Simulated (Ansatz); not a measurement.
**Zone-centre phonons of Ag at 18 GPa: input and output**

These are results of DFT PBE, scalar-relativistic, plane waves, PAW in Ansatz, not measurements.

Launched with:
```bash
ansatz run input.yaml --threads 1 --pin off --max-ram 3072MiB --backend cpu --events-out ev --progress --plain --runs-dir out
```

Input (bare energies are in eV):
```yaml
crystal:
  lattice:
    - [2.8025743057, 0.0, 0.0]
    - [-1.4012871529, 2.4271005448, 0.0]
    - [0.0, 0.0, 4.5947465447]
  atoms:
    - { symbol: Ag, position: [0.3333333333, 0.6666666667, 0.25] }
    - { symbol: Ag, position: [0.6666666667, 0.3333333333, 0.75] }
basis:
  ecutwfc: 420
kpoints:
  mp_grid: { grid: [18, 18, 10] }
hamiltonian:
  xc: pbe
scf:
  occupations: { method: fermi_dirac, width: 0.15 }
output:
  eigenvalues: true
phonons:
  method: dfpt
  eigenvectors: true
```

The end of the output:
```
--- Phonons (Γ-DFPT): 2 representative perturbations + reference, on 546 of 3240 k-points (Σ response iterations 6) ---
  k mesh reduced under 4 symmetry operations, with k and −k counted as one. Each operation leaves every solved displacement unchanged or reverses it
  ASR residual: 2.210e-4 → 0.000e0 eV/Å²; symmetrization residual: 9.501e-10 eV/Å²
  ASR residual per site (eV/Å²): 2.21e-4 2.21e-4
  Γ frequencies (cm⁻¹): 0.00 0.00 0.00 84.48 84.48 219.36
  non-analytic LO–TO correction: not included (Born effective charges unavailable; polar crystals: no LO–TO splitting at Γ)
```

It took 45 s on 1 thread of Intel(R) Xeon(R) 6975P-C (Granite Rapids), on a shared host, peak memory 1.2 GiB.

In a metal, frequencies and elastic constants depend on the k mesh and the smearing, soft modes and shear constants most. Other phases may be more stable at this pressure.

This form isn't the element's structure at ambient conditions.